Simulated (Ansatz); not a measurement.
BaTiO3, DFT, PBE, PAW with Ansatz's default frozen-core files, scalar-relativistic (Ansatz 0.2.0), run on 2 threads of Intel(R) Xeon(R) 6975P-C (Granite Rapids) on a shared host.

The cell is COD entry 1507757, as deposited and not checked against the literature; nothing was relaxed. The listed cell was then made from it by scaling, straining or moving an atom.

Command: `ansatz run input.yaml --threads 2 --pin off --max-ram 6144MiB --backend cpu --events-out ev --progress --plain --runs-dir out`

```yaml
crystal:
  lattice:
    - [4.0073, 0.0, 0.0]
    - [0.0, 4.0073, 0.0]
    - [0.0, 0.0, 4.127519]
  atoms:
    - { symbol: Ba, position: [0.5, 0.5, 0.5] }
    - { symbol: Ti, position: [0.0, 0.0, 0.0] }
    - { symbol: O, position: [0.5, 0.0, 0.0] }
    - { symbol: O, position: [0.0, 0.5, 0.0] }
    - { symbol: O, position: [0.0, 0.0, 0.5] }
kpoints:
  mp_grid: { grid: [8, 8, 8] }
scf:
  occupations: { method: fermi_dirac, width: 0.05 }
hamiltonian:
  xc: pbe
  pseudopotentials: { kind: paw }
output:
  forces: true
  stress: true
  eigenvalues: true
  efg: { contact_densities: true }
  write_density: true
  write_potential: true
  elf: true
  volumetric_format: npy
```

**Question.** How large is the problem that the program sets up?

**Answer.** 75 irreducible k-points, 1317 plane waves at Γ, 25 bands.

**Question.** About how long does it take, and how much memory does it use?

**Answer.** 3.4 s of wall time for 6 SCF iterations, with a peak of 0.54 GiB. Times on shared machines scatter by tens of per cent.

**Question.** And the same cell and mesh by crystal-made all-electron datasets, asked for forces, stress, eigenvalues, efg, on the same hardware?

**Answer.** 15 s, peak memory 1.1 GiB.
